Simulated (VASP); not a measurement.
# Te (C2/m) in VASP: further runs

One crystal, Te, is run at these levels: PBE; tasks: single point.

Program: VASP 6.6.1. These are calculated values, not measurements. Logs are shortened: lines on timing, memory, paths and dates and some standing lists are left out, and cuts for length are marked.

## Step 1: Starting point

Symmetry: C2/m, No. 12, monoclinic system. The conventional cell has a = 7.641 Å, b = 4.296 Å, c = 5.977 Å, α = 90.00°, β = 90.90°, γ = 90.00°. Around Te (site symmetry 2/m) lie 6 Te at 3.09 to 3.31 Å. Te (site symmetry m) has 6 Te at 3.03 to 3.47 Å as nearest neighbours.

This isn't the form of Te at room conditions, which is trigonal, of chains.

## Step 2: Single point, PBE

Input file INCAR:

```
ADDGRID = F
ALGO = Normal
EDIFF = 1E-6
ENCUT = 520
GGA = PE
ISIF = 2
ISMEAR = 0
LASPH = T
LCHARG = F
LREAL = F
LWAVE = F
NBANDS = 16
NELM = 100
PREC = Accurate
SIGMA = 0.05
```

Input file KPOINTS:

```
k-points
0
Gamma
  7 7 5
```

Input file POSCAR:

```
Te
1.0
    3.8202894285     -2.1482026000      0.0000000000
    3.8202894285      2.1482026000      0.0000000000
   -0.0942908673      0.0000000000      5.9760906531
Te
3
Direct
    0.0053760000      0.0030970000      0.0153300000
    0.3128830000      0.3144850000      0.3485460000
    0.7243610000      0.6723340000      0.6509690000
```

Potentials or basis: VASP PAW PBE potentials, release 64 (Te).

Launch:

```console
cat potpaw_PBE.64/Te/POTCAR > POTCAR
mpirun -np 1 vasp_std > vasp.out
```

OUTCAR:

```text
EDIFF = 1E-6
   ENCUT = 520
   GGA = PE
   ISIF = 2
   ISMEAR = 0
   LASPH = T
   LREAL = F
   NELM = 100
   PREC = Accurate

 Found    123 irreducible k-points:

 Following reciprocal coordinates:
            Coordinates               Weight
  0.000000  0.000000  0.000000      1.000000
  0.142857  0.000000  0.000000      2.000000
 -0.000000 -0.142857  0.000000      2.000000
  0.285714  0.000000  0.000000      2.000000
  0.000000 -0.285714 -0.000000      2.000000
  0.428571  0.000000  0.000000      2.000000
   k-points           NKPTS =    123   k-points in BZ     NKDIM =    123   number of bands    NBANDS=     16
   number of dos      NEDOS =    301   number of ions     NIONS =      3
   total plane-waves  NPLWV =  62208
   dimension x,y,z NGX =    36 NGY =   36 NGZ =   48
   dimension x,y,z NGXF=    72 NGYF=   72 NGZF=   96
   ions per type =               3
   NGX,Y,Z   is equivalent  to a cutoff of  13.66, 13.66, 13.35 a.u.
   NGXF,Y,Z  is equivalent  to a cutoff of  27.31, 27.31, 26.70 a.u.
 SYSTEM =  unknown system
   PREC   = accura    normal or accurate (medium, high low for compatibility)
   ISTART =      0    job   : 0-new  1-cont  2-samecut
   ICHARG =      2    charge: 1-file 2-atom 10-const
   ISPIN  =      1    spin polarized calculation?
   LNONCOLLINEAR =      F non collinear calculations
   LSORBIT =      F    spin-orbit coupling
   LASPH  =      T    aspherical Exc in radial PAW
   ENCUT  =  520.0 eV  38.22 Ry    6.18 a.u.   8.15  8.15 11.11*2*pi/ulx,y,z
   NELM   =    100;   NELMIN=  2; NELMDL= -5     # of ELM steps
   EDIFF  = 0.1E-05   stopping-criterion for ELM
   LREAL  =      F    real-space projection
   EDIFFG = 0.1E-04   stopping-criterion for IOM
   NSW    =      0    number of steps for IOM
   IBRION =     -1    ionic relax: 0-MD 1-quasi-New 2-CG
   NFREE  =      0    steps in history (QN), initial steepest desc. (CG)
   ISIF   =      2    stress and relaxation
   ISYM   =      2    0-nonsym 1-usesym 2-fastsym
   POTIM  = 0.5000    time-step for ionic-motion
   TEBEG  =    0.0;   TEEND  =   0.0 temperature during run
   PSTRESS=    0.0 pullay stress
   NELECT =      18.0000    total number of electrons
   NUPDOWN=      -1.0000    fix difference up-down
   EMIN   =  10.00;   EMAX   =-10.00  energy-range for DOS
   EFERMI =   0.00;   METHOD = LEGACY
   ISMEAR =     0;   SIGMA  =   0.05  broadening in eV -4-tet -1-fermi 0-gaus
   EFERMI_NEDOS =   21; number of points for ismear=-14 and -15
   IALGO  =     38    algorithm
   IMIX   =      4    mixing-type and parameters
     AMIX     =   0.40;   BMIX     =  1.00
     AMIX_MAG =   1.60;   BMIX_MAG =  1.00
  volume/ion in A,a.u.               =      32.70       220.64
  Fermi-wavevector in a.u.,A,eV,Ry     =   0.930307  1.758025 11.775440  0.865470
  Thomas-Fermi vector in A             =   2.056681
   LORBIT       =      0    0 simple, 1 ext, 2 COOP (PROOUT), +10 PAW based schemes
   GGA     = PE    functional components
   LHFCALC =     F    Hartree Fock is set to
   AEXX    =    0.0000 exact exchange contribution
   IVDW    =     0    specifies the selected vdW correction
   LEPSILON=     F    determine dielectric tensor
   LRPA    =     F    only Hartree local field effects (RPA)
 non-spin polarized calculation
 Gauss-broadening in eV      SIGMA  =   0.05
  energy-cutoff  :      520.00
  volume of cell :       98.09
 maximum number of plane-waves:      2659
 NGX is ok and might be reduce to    36
   NGX = 17   NGY = 17   NGZ = 23

 number of electron      18.0000000 magnetization

 Free energy of the ion-electron system (eV)
  ---------------------------------------------------
  ext. energy  EPLUGINS =         0.00000000
  ---------------------------------------------------
  free energy    TOTEN  =        -9.25631396 eV

  energy without entropy =       -9.25516593  energy(sigma->0) =       -9.25573994

 E-fermi :   6.4348     XC(G=0):  -9.2725

 val. band max:        6.4285776077   @ k =  -0.4286   0.2857  -0.4000
 cond. band min:       6.4704373369   @ k =  -0.1429  -0.1429   0.2000
 fundamental gap:      0.0418597293
 Fermi energy:         6.4347672316

 k-point     1 :       0.0000    0.0000    0.0000
  band No.  band energies     occupation
      1      -7.3597      2.00000
      2      -4.1640      2.00000
      3      -3.6965      2.00000
      4       3.3462      2.00000
      5       3.7042      2.00000
      6       4.2955      2.00000
      7       4.3422      2.00000
      8       4.8330      2.00000
      9       5.2621      2.00000
     10       7.2942      0.00000
     11       7.4983      0.00000
     12       7.9618      0.00000
     13      11.0646      0.00000
     14      11.8152      0.00000
     15      12.4920      0.00000
     16      12.6690      0.00000

 k-point     2 :       0.1429    0.0000    0.0000
  band No.  band energies     occupation
      1      -7.1878      2.00000
      2      -4.1100      2.00000
      3      -3.7598      2.00000
      4       2.2100      2.00000
      5       3.1906      2.00000
      6       3.5146      2.00000
      7       5.1898      2.00000
      8       5.3542      2.00000
      9       6.1097      2.00000
     10       6.9192      0.00000
     11       7.1911      0.00000
     12       7.5746      0.00000
     13      10.6091      0.00000
     14      11.3857      0.00000
     15      12.2835      0.00000
     16      13.0972      0.00000

 k-point     3 :      -0.0000   -0.1429    0.0000
  band No.  band energies     occupation
      1      -7.1892      2.00000
      2      -4.1372      2.00000
      3      -3.7274      2.00000
      4       2.3214      2.00000
      5       3.0887      2.00000
      6       3.4516      2.00000
      7       5.1886      2.00000
      8       5.3695      2.00000
      9       6.2949      1.99992
     10       6.5481      0.00135
     11       7.2379      0.00000
     12       7.7381      0.00000
     13      10.7070      0.00000
     14      11.4521      0.00000
     15      12.3751      0.00000
     16      12.9018      0.00000

 k-point     4 :       0.2857    0.0000    0.0000
  band No.  band energies     occupation
      1      -6.6892      2.00000
      2      -4.2001      2.00000
      3      -3.8748      2.00000
      4       1.3746      2.00000
      5       2.3951      2.00000
      6       2.7856      2.00000
      7       4.5744      2.00000
      8       5.7035      2.00000
      9       5.8891      2.00000
     10       6.8133      0.00000
     11       7.1135      0.00000
     12       8.6240      0.00000
     13       9.5490      0.00000
     14      11.9510      0.00000
     15      12.8808      0.00000
     16      14.2800      0.00000

 k-point     5 :       0.0000   -0.2857   -0.0000
  band No.  band energies     occupation
      1      -6.6949      2.00000
      2      -4.3035      2.00000
      3      -3.7455      2.00000
      4       1.4893      2.00000
      5       2.2398      2.00000
      6       2.8209      2.00000
      7       4.5240      2.00000
      8       5.5760      2.00000
      9       5.7512      2.00000
     10       6.9232      0.00000
     11       7.3833      0.00000
     12       8.4411      0.00000
     13       9.7158      0.00000
     14      12.0888      0.00000
     15      12.9404      0.00000
     16      13.9709      0.00000

 k-point     6 :       0.4286    0.0000    0.0000
  band No.  band energies     occupation
      1      -5.9477      2.00000
      2      -4.9017      2.00000
      3      -3.7665      2.00000
      4       1.4467      2.00000
      5       1.8602      2.00000
      6       2.4168      2.00000
      7       3.1609      2.00000
      8       5.8060      2.00000
      9       5.9429      2.00000
     10       6.6903      0.00000
     11       6.8632      0.00000
     12       8.9209      0.00000
     13      10.0100      0.00000
     14      13.4799      0.00000
     15      14.4390      0.00000
     16      15.3779      0.00000

 [... further k-points ...]

------------------------ aborting loop because EDIFF is reached ----------------------------------------

  FORCE on cell =-STRESS in cart. coord.  units (eV):
  Direction    XX          YY          ZZ          XY          YZ          ZX
  --------------------------------------------------------------------------------------
  -------------------------------------------------------------------------------------
  Total        0.3418010      1.1485054      0.7776284     -0.2762804      0.4433635     -0.5428659
  in kB        5.5829693     18.7596588     12.7017633     -4.5127567      7.2418887     -8.8671585
  external PRESSURE =      12.3481305 kB  Pullay stress =       0.0000000 kB

 VOLUME and BASIS-vectors are now :
 -----------------------------------------------------------------------------
  energy-cutoff  :      520.00
  volume of cell :       98.09
      direct lattice vectors                 reciprocal lattice vectors
     3.820289429 -2.148202600  0.000000000     0.130880136 -0.232752721  0.002065029
     3.820289429  2.148202600  0.000000000     0.130880136  0.232752721  0.002065029
    -0.094290867  0.000000000  5.976090653     0.000000000  0.000000000  0.167333472

 POSITION                                       TOTAL-FORCE (eV/Angst)
 -----------------------------------------------------------------------------------
      0.03092     -0.00490      0.09161         0.066721     -0.111608     -0.088673
      2.36386      0.00344      2.08294         0.185720      0.023576     -0.479321
      5.27440     -0.11176      3.89025        -0.252441      0.088032      0.567994
 -----------------------------------------------------------------------------------
    total drift:                                0.000042     -0.000020      0.000011

  FREE ENERGIE OF THE ION-ELECTRON SYSTEM (eV)
  ---------------------------------------------------
  free  energy   TOTEN  =        -9.2563139569 eV

  energy  without entropy=       -9.2551659313  energy(sigma->0) =       -9.25573994
```

Wall time 2.3 min (1 thread of AMD EPYC 7R13 (Zen 3), shared host); peak memory 0.29 GiB.

The run converged, but some of its settings lie outside the range that counts as converged, so its numbers aren't taken as properties of the crystal.

What came out:

```yaml
Free_energy: -9.2563 eV
Pressure: 1.2 GPa
Largest_force: 0.628 eV/Å
Band_gap_on_the_k_mesh: none (metal or under the smearing width)
```

## Step 3: Single point, PBE

Changes to INCAR since step 2:

```diff
@@ -13,3 +13,3 @@
 NELM = 100
-PREC = Accurate
+PREC = Low
 SIGMA = 0.05
```

KPOINTS is that of step 2.

Input file POSCAR:

```
Te
1.0
    3.8202894285     -2.1482026000      0.0000000000
    3.8202894285      2.1482026000      0.0000000000
   -0.0942908673      0.0000000000      5.9760906531
Te
3
Direct
    0.0000000000      0.0000000000      0.0000000000
    0.3094466100      0.3094466100      0.3388094900
    0.6905533900      0.6905533900      0.6611905100
```

Potentials or basis: VASP PAW PBE potentials, release 64 (Te).

Launch:

```console
cat potpaw_PBE.64/Te/POTCAR > POTCAR
mpirun -np 1 vasp_std > vasp.out
```

Run time: 37 s. Hardware: 1 thread of AMD EPYC 7R13 (Zen 3), shared host; peak memory 0.15 GiB.

These settings aren't checked as converged: the numbers below hold their error.

Results:

* Free energy: -9.2968 eV
* Pressure: 0.6 GPa
* Largest force: 0.094 eV/Å
* Band gap on the k mesh: 0.03 eV, indirect (least direct gap 0.19 eV)

Caveat: spin-orbit coupling is left out, which moves the levels of the heavy elements; an odd mesh through Γ misses points on the zone boundary, where band edges often lie.

## Step 4: For comparison

An earlier run on the cell as given: functional PBE; potentials or basis VASP PAW PBE potentials, release 64 (Te); cutoff 520 eV; k mesh 7 × 7 × 5; occupations fermi-dirac, width 0.05 eV; no spin polarisation.

* Pressure: 0.6 GPa
* Largest force: 0.110 eV/Å
* Band gap on the k mesh: 0.03 eV, indirect (least direct gap 0.20 eV)
